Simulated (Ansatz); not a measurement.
# Band structure of Li2S

```yaml
crystal:
  lattice:
    - [0.00000, 2.85400, 2.85400]
    - [2.85400, 0.00000, 2.85400]
    - [2.85400, 2.85400, 0.00000]
  atoms:
    - { symbol: Li, position: [0.25000, 0.25000, 0.25000] }
    - { symbol: Li, position: [0.75000, 0.75000, 0.75000] }
    - { symbol: S, position: [0.00000, 0.00000, 0.00000] }
```

Atoms are numbered in the order listed.

The geometry is COD entry 1010874, unchecked; take it as a test cell.

Method: DFT, LDA, all-electron LAPW, scalar-relativistic (Ansatz 0.2.0).

Sampling and basis: a Γ-centred 7×7×7 k mesh, Fermi–Dirac smearing of 0.02 eV, basis error target 1 meV/atom, no spin polarisation.

Points in fractions of the reciprocal vectors of this cell: Γ (0, 0, 0), X (0.5, 0, 0.5), U (0.625, 0.25, 0.625), K (0.375, 0.375, 0.75), L (0.5, 0.5, 0.5), W (0.5, 0.25, 0.75). The path runs Γ–X–U–K–Γ–L–W–X. Energies are in eV from the top of the valence band; (×n) counts levels within 4 meV of each other, which need not be degenerate by symmetry.

(1) Metal or insulator at this level of theory?

(2) Tabulate bands 8 to 12, counted from the lowest band of the run, along the path.

Answers

(1) An insulator or semiconductor: gap 3.17 eV, indirect from Γ to X (0.5, 0, 0.5).

(2) 
```csv
k (1/Å),point,band 8,band 9,band 10,band 11,band 12
0.00,Γ,0.00,0.00,0.00,4.03,6.00
0.16,,-0.19,-0.10,-0.10,4.25,6.05
0.31,,-0.62,-0.35,-0.35,4.68,6.17
0.47,,-1.12,-0.67,-0.67,4.76,6.35
0.63,,-1.56,-0.98,-0.98,4.31,6.55
0.79,,-1.90,-1.23,-1.23,3.73,6.74
0.94,,-2.11,-1.40,-1.40,3.32,6.88
1.10,X,-2.18,-1.45,-1.45,3.17,6.93
1.16,,-2.17,-1.47,-1.45,3.21,6.95
1.21,,-2.16,-1.53,-1.43,3.31,7.01
1.27,,-2.14,-1.63,-1.40,3.47,7.11
1.32,,-2.12,-1.74,-1.36,3.67,7.26
1.38,,-2.08,-1.87,-1.31,3.90,7.44
1.43,,-2.04,-1.99,-1.25,4.14,7.66
1.49,U,-2.11,-1.99,-1.18,4.39,7.87
1.59,,-2.18,-1.92,-1.18,4.60,7.88
1.68,,-2.23,-1.81,-1.25,4.96,7.42
1.78,,-2.26,-1.70,-1.34,5.32,6.88
1.88,,-2.26,-1.70,-1.34,5.32,6.88
1.97,,-2.23,-1.81,-1.25,4.96,7.42
2.07,,-2.18,-1.92,-1.18,4.60,7.88
2.16,K,-2.11,-1.99,-1.18,4.39,7.87
2.33,,-2.35,-1.78,-0.93,5.10,7.65
2.50,,-2.36,-1.50,-0.65,5.72,6.83
2.66,,-2.10,-1.16,-0.39,6.02,6.28
2.83,,-1.59,-0.77,-0.19,5.37,6.62
3.00,,-0.94,-0.40,-0.07,4.78,6.40
3.16,,-0.30,-0.11,-0.02,4.27,6.10
3.33,Γ,0.00,0.00,0.00,4.03,6.00
3.47,,-0.22,-0.03,-0.03,4.19,6.09
3.60,,-0.76,-0.12,-0.12,4.56,6.30
3.74,,-1.41,-0.23,-0.23,4.95,6.51
3.88,,-2.01,-0.34,-0.34,5.31,6.58
4.01,,-2.49,-0.44,-0.44,5.60,6.50
4.15,,-2.81,-0.50,-0.50,5.81,6.40
4.28,L,-2.91,-0.52,-0.52,5.89,6.36
4.40,,-2.89,-0.60,-0.55,5.98,6.26
4.51,,-2.82,-0.83,-0.66,6.03,6.14
4.62,,-2.69,-1.12,-0.82,5.78,6.32
4.73,,-2.53,-1.40,-1.04,5.57,6.52
4.84,,-2.32,-1.64,-1.29,5.42,6.74
4.95,,-2.09,-1.79,-1.56,5.33,6.93
5.06,W,-1.85,-1.85,-1.81,5.30,7.02
5.14,,-1.93,-1.79,-1.77,5.08,7.29
5.22,,-2.00,-1.75,-1.68,4.64,7.87
5.30,,-2.06,-1.68,-1.61,4.18,7.55
5.38,,-2.11,-1.60,-1.54,3.77,7.28
5.46,,-2.15,-1.53,-1.49,3.45,7.09
5.53,,-2.17,-1.47,-1.46,3.24,6.97
5.61,X,-2.18,-1.45,-1.45,3.17,6.93
```
